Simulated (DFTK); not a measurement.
# Hf (P6_3/mmc) in DFTK: equation of state

Aim: energy against volume of Hf in PBEsol, for its equilibrium volume and stiffness.

Everything below comes from runs of DFTK 0.8.2. Logs are shortened: lines on timing, memory, paths and dates and some standing lists are left out, and cuts for length are marked.

### 1 The structure

It takes space group P6_3/mmc (No. 194, hexagonal). Conventional cell: a = 3.197 Å, b = 3.197 Å, c = 5.058 Å, α = 90.00°, β = 90.00°, γ = 120.00°. Hf (site symmetry -6m2) has 12 Hf at 3.13 to 3.20 Å as nearest neighbours.

### 2 Equation of state, PBEsol

The input, run.jl:

```julia
using DFTK
using PseudoPotentialData
using Unitful, UnitfulAtomic
using LinearAlgebra, Printf
include("save.jl")
disable_threading()

# lattice vectors are the columns
lattice = austrip(1u"Å") * [        3.1967       -1.59835            0.0;
                      0.0   2.7684234083            0.0;
                      0.0            0.0         5.0578]
symbols   = [:Hf, :Hf]
positions = [[0.6666666667, 0.3333333333, 0.75],
             [0.3333333333, 0.6666666667, 0.25]]
pseudopotentials = PseudoFamily("dojo.nc.sr.pbesol.v0_4_1.standard.upf")
elements = Dict(s => ElementPsp(s, pseudopotentials) for s in unique(symbols))
atoms    = [elements[s] for s in symbols]

build_model(lattice, positions; symmetries=true) =
    model_DFT(lattice, atoms, positions;
              functionals=PBEsol(),
              temperature=austrip(0.05u"eV"),
              smearing=Smearing.FermiDirac(),
              symmetries)
Ecut  = 35.0  # hartree
kgrid = [10, 10, 5]
tol   = 1e-6
to_GPa = ustrip(uconvert(u"GPa", 1u"hartree/bohr^3"))

results["points"] = []
for scale in [0.94, 0.96, 0.98, 1.0, 1.02, 1.04, 1.06]
    println("\n=== scale = ", scale)
    model = build_model(cbrt(scale) * lattice, positions)
    basis = PlaneWaveBasis(model; Ecut, kgrid)
    t0 = time()
    scfres = self_consistent_field(basis;
                                   tol,
                                   nbandsalg=AdaptiveBands(model; n_bands_converge=17))
    seconds = time() - t0
    @printf "SCF: %d iterations, %.1f s\n" scfres.n_iter seconds
    forces = compute_forces_cart(scfres)
    stress = compute_stresses_cart(scfres)
    @printf "V = %.5f Å^3  F = %.8f Ha  max force = %.5f eV/Å  p = %.4f GPa\n" ustrip(auconvert(u"Å^3", model.unit_cell_volume)) scfres.energies.total ustrip(auconvert(u"eV/Å", maximum(norm, forces))) (-tr(stress) / 3 * to_GPa)
    push!(results["points"], save_scf!(scfres; forces, stress, d=Dict{String,Any}("seconds" => seconds, "n_matvec" => get(scfres, :n_matvec, 0))))
end

# third-order Birch-Murnaghan fit in x = V^(-2/3)
V = [0.94, 0.96, 0.98, 1.0, 1.02, 1.04, 1.06] * abs(det(lattice))
E = [p["total"] for p in results["points"]]
x = V .^ (-2 / 3)
c = [x .^ 0 x x .^ 2 x .^ 3] \ E
Δ = c[3]^2 - 3c[2] * c[4]
if Δ > 0
    x0 = (-c[3] + sqrt(Δ)) / 3c[4]
    B0 = 4 / 9 * x0^(7 / 2) * (2c[3] + 6c[4] * x0)
    @printf "V0 = %.4f Å^3  B0 = %.2f GPa\n" ustrip(auconvert(u"Å^3", x0^(-3 / 2))) B0 * to_GPa
end
```

Potentials or basis: dojo.nc.sr.pbesol.v0_4_1.standard.upf (PBEsol).

Started as:

```console
julia --threads=1 run.jl  # save.jl only writes the numbers to a file and isn't shown; printed stress counts tension as positive; times include loading and compiling
```

The program printed:

```text
=== scale = 0.94
n     Energy            log10(ΔE)   log10(Δρ)   Diag   Δtime
---   ---------------   ---------   ---------   ----   ------
  1   -112.7539346134                   -0.99    5.4    7.24s
  2   -112.7593096735       -2.27       -1.23    1.0    2.72s
  3   -112.7626248661       -2.48       -2.01    3.5    4.59s
  4   -112.7626633717       -4.41       -2.46    2.3    3.67s
  5   -112.7626784060       -4.82       -3.20    3.0    4.17s
  6   -112.7626788171       -6.39       -3.97    2.7    3.93s
  7   -112.7626788339       -7.77       -4.40    3.8    5.31s
  8   -112.7626788352       -8.89       -5.33    2.3    3.17s
  9   -112.7626788353      -10.34       -5.67    4.2    4.85s
 10   -112.7626788353      -11.88       -6.29    2.0    3.50s
SCF: 10 iterations, 44.2 s
V = 42.07498 Å^3  F = -112.76267884 Ha  max force = 0.00000 eV/Å  p = 3.4165 GPa

=== scale = 0.96
n     Energy            log10(ΔE)   log10(Δρ)   Diag   Δtime
---   ---------------   ---------   ---------   ----   ------
[... 50 further cycles ...]
  1   -112.7478803389                   -0.96    5.4    7.53s
  2   -112.7542661512       -2.19       -1.20    1.1    2.69s
  3   -112.7585721980       -2.37       -1.99    3.6    5.16s
  4   -112.7586073473       -4.45       -2.39    2.0    3.67s
  5   -112.7586293363       -4.66       -3.21    3.0    4.44s
  6   -112.7586297953       -6.34       -3.95    2.9    4.36s
  7   -112.7586298119       -7.78       -4.51    3.7    4.98s
  8   -112.7586298125       -9.20       -5.34    2.6    4.70s
  9   -112.7586298126      -10.51       -5.87    4.3    4.91s
 10   -112.7586298126      -12.26       -6.48    2.4    3.90s
SCF: 10 iterations, 46.8 s
V = 47.44625 Å^3  F = -112.75862981 Ha  max force = 0.00000 eV/Å  p = -8.8849 GPa
V0 = 43.2998 Å^3  B0 = 113.88 GPa
```

Run time: 11 min. Hardware: 1 thread of Intel Xeon 6975P-C (Granite Rapids), shared host; peak memory 2.2 GiB.

What came out:

| Quantity | Value |
| --- | --- |
| Equilibrium volume | 21.65 Å³/atom |
| Bulk modulus at fixed shape and positions | 114 GPa |
| Pressure derivative of the bulk modulus | 3.5 |

Energy against volume, from the lowest point:
```
volume (Å³/atom)  energy (meV/atom)
          21.037               5.97
          21.485               0.00
          21.933               0.83
          22.380               7.88
          22.828              20.59
          23.276              38.47
          23.723              61.06
```

Caveat: the cell was scaled at fixed shape and fractional positions, which overstates the stiffness of a crystal with free parameters, most of all of layers and chains.

### 3 Single point, PBEsol, 21.04 Å³/atom (volume scaled by 0.94)

run.jl is that of step 2.

Potentials or basis: dojo.nc.sr.pbesol.v0_4_1.standard.upf (PBEsol).

Started as:

```console
julia --threads=1 run.jl  # one pass of the loop, scale = 0.94; save.jl only writes the numbers to a file and isn't shown; printed stress counts tension as positive; times include loading and compiling
```

The program printed:

```text
=== scale = 0.94
n     Energy            log10(ΔE)   log10(Δρ)   Diag   Δtime
---   ---------------   ---------   ---------   ----   ------
  1   -112.7539346134                   -0.99    5.4    7.24s
  2   -112.7593096735       -2.27       -1.23    1.0    2.72s
  3   -112.7626248661       -2.48       -2.01    3.5    4.59s
  4   -112.7626633717       -4.41       -2.46    2.3    3.67s
  5   -112.7626784060       -4.82       -3.20    3.0    4.17s
  6   -112.7626788171       -6.39       -3.97    2.7    3.93s
  7   -112.7626788339       -7.77       -4.40    3.8    5.31s
  8   -112.7626788352       -8.89       -5.33    2.3    3.17s
  9   -112.7626788353      -10.34       -5.67    4.2    4.85s
 10   -112.7626788353      -11.88       -6.29    2.0    3.50s
SCF: 10 iterations, 44.2 s
V = 42.07498 Å^3  F = -112.76267884 Ha  max force = 0.00000 eV/Å  p = 3.4165 GPa
```

Wall time 44 s (1 thread of Intel Xeon 6975P-C (Granite Rapids), shared host).

What came out:

- Free energy: -3068.4288 eV
- Pressure: 3.4 GPa
- Band gap on the k mesh: none (metal or under the smearing width)

### 4 Single point, PBEsol, 21.49 Å³/atom (volume scaled by 0.96)

run.jl is that of step 3.

Started as:

```console
julia --threads=1 run.jl  # one pass of the loop, scale = 0.96; save.jl only writes the numbers to a file and isn't shown; printed stress counts tension as positive; times include loading and compiling
```

Run time: 44 s. Hardware: 1 thread of Intel Xeon 6975P-C (Granite Rapids), shared host.

The run converged. Its results:

| Item | Value |
| --- | --- |
| Free energy | -3068.4407 eV |
| Pressure | 0.9 GPa |
| Band gap on the k mesh | none (metal or under the smearing width) |

### 5 Single point, PBEsol, 21.93 Å³/atom (volume scaled by 0.98)

run.jl is that of step 4.

Started as:

```console
julia --threads=1 run.jl  # one pass of the loop, scale = 0.98; save.jl only writes the numbers to a file and isn't shown; printed stress counts tension as positive; times include loading and compiling
```

Run time: 43 s. Hardware: 1 thread of Intel Xeon 6975P-C (Granite Rapids), shared host.

The run converged. Its results:

| Property | Result |
| --- | --- |
| Free energy | -3068.4391 eV |
| Pressure | -1.5 GPa |
| Band gap on the k mesh | none (metal or under the smearing width) |

### 6 Single point, PBEsol, 22.38 Å³/atom

run.jl is that of step 5.

Potentials or basis: dojo.nc.sr.pbesol.v0_4_1.standard.upf (PBEsol).

Started as:

```console
julia --threads=1 run.jl  # one pass of the loop, scale = 1.0; save.jl only writes the numbers to a file and isn't shown; printed stress counts tension as positive; times include loading and compiling
```

Wall time 44 s (1 thread of Intel Xeon 6975P-C (Granite Rapids), shared host).

Results (log left out):

```
Free energy            : -3068.4250 eV
Pressure               : -3.6 GPa
Band gap on the k mesh : none (metal or under the smearing width)
```

### 7 Single point, PBEsol, 22.83 Å³/atom (volume scaled by 1.02)

run.jl is that of step 6.

Started as:

```console
julia --threads=1 run.jl  # one pass of the loop, scale = 1.02; save.jl only writes the numbers to a file and isn't shown; printed stress counts tension as positive; times include loading and compiling
```

Wall time 47 s (1 thread of Intel Xeon 6975P-C (Granite Rapids), shared host).

Results (log left out):

```
Free energy            : -3068.3996 eV
Pressure               : -5.5 GPa
Band gap on the k mesh : none (metal or under the smearing width)
```

### 8 Single point, PBEsol, 23.28 Å³/atom (volume scaled by 1.04)

run.jl is that of step 7.

Started as:

```console
julia --threads=1 run.jl  # one pass of the loop, scale = 1.04; save.jl only writes the numbers to a file and isn't shown; printed stress counts tension as positive; times include loading and compiling
```

Wall time 45 s (1 thread of Intel Xeon 6975P-C (Granite Rapids), shared host).

It converged, with:

```
Free energy            : -3068.3638 eV
Pressure               : -7.3 GPa
Band gap on the k mesh : none (metal or under the smearing width)
```

### 9 Single point, PBEsol, 23.72 Å³/atom (volume scaled by 1.06)

run.jl is that of step 8.

Potentials or basis: dojo.nc.sr.pbesol.v0_4_1.standard.upf (PBEsol).

Started as:

```console
julia --threads=1 run.jl  # one pass of the loop, scale = 1.06; save.jl only writes the numbers to a file and isn't shown; printed stress counts tension as positive; times include loading and compiling
```

Run time: 47 s. Hardware: 1 thread of Intel Xeon 6975P-C (Granite Rapids), shared host.

The run converged. Its results:

```
Free energy            : -3068.3186 eV
Pressure               : -8.9 GPa
Band gap on the k mesh : none (metal or under the smearing width)
```
